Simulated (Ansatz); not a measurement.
Pressure against volume in Sb

The cell was reached from a generator's guess, though it ends in a space group that the Crystallography Open Database lists for this formula.

The calculation used Ansatz, DFT PBE, scalar-relativistic, plane waves, PAW. The final run on the 1-atom cell used 420 eV, a Γ-centred 18×18×18 mesh, 0.10 eV smearing and no spin polarisation.

```yaml
crystal:
  lattice:
    - [3.10954, 0.00000, 0.00000]
    - [0.00000, 3.10954, 0.00000]
    - [0.00000, 0.00000, 3.10954]
  atoms:
    - { symbol: Sb, position: [0.00000, 0.00000, 0.00000] }
```

The cell was set to several volumes, with shape and atoms relaxed at each where symmetry leaves them free. Pressure is positive in compression, and energies count from the lowest row. No row has a gap on its mesh.

| row | V (Å³/atom) | P (GPa) | ΔE (meV/atom) |
| --- | --- | --- | --- |
| 1 | 26.459 | 9.45 | 94.7 |
| 2 | 27.361 | 6.45 | 50.3 |
| 3 | 28.263 | ? | ? |
| 4 | 29.165 | 1.81 | 5.0 |
| 5 | 30.067 | 0.00 | 0.0 |
| 6 | 30.969 | -1.52 | 4.4 |
| 7 | 31.871 | -2.79 | 16.6 |
| 8 | 33.074 | -4.19 | 43.1 |

Q: Find B = −V·ΔP/ΔV from rows 4 and 6 and from rows 1 and 2, and from the two its slope B′ and its value B0 at zero pressure.

A: Rows 4 and 6 give −(29.165 + 30.969)/2 × (-1.52 − (1.81))/(30.969 − 29.165) = 55.5 GPa at a mean pressure of 0.15 GPa. Rows 1 and 2 give −(26.459 + 27.361)/2 × (6.45 − (9.45))/(27.361 − 26.459) = 89.5 GPa at a mean pressure of 7.95 GPa. So B′ = (89.5 − 55.5)/(7.95 − (0.15)) = 4.36 and B0 = 55.5 − 4.36 × (0.15) = 54.8 GPa. A third-order Birch–Murnaghan fit to all the energies gives B0 = 55.0 GPa and B′ = 4.5.

Q: Estimate the pressure and energy of row 3.

A: From row 5, V0 = 30.067 × (1 + (0.00)/54.8) = 30.067 Å³/atom. Murnaghan's form P = (B0/B′)·[(V0/V)^B′ − 1] gives (54.8/4.36) × [(30.067/28.263)^4.36 − 1] = 3.89 GPa; the computed pressure is 3.94 GPa, so the estimate is off by -0.05 GPa. The work of compression from row 4, with the mean of the two pressures, gives ΔE = 5.0 + (3.89 + 1.81)/2 × (29.165 − 28.263)/160.2 × 1000 = 21.0 meV/atom (1 eV/Å³ = 160.2 GPa); the computed value is 21.1 meV/atom.

These runs have no spin–orbit coupling, which can matter for Sb. All volumes keep the k mesh of the relaxed cell. A structure relaxed within its symmetry needn't be a true minimum.
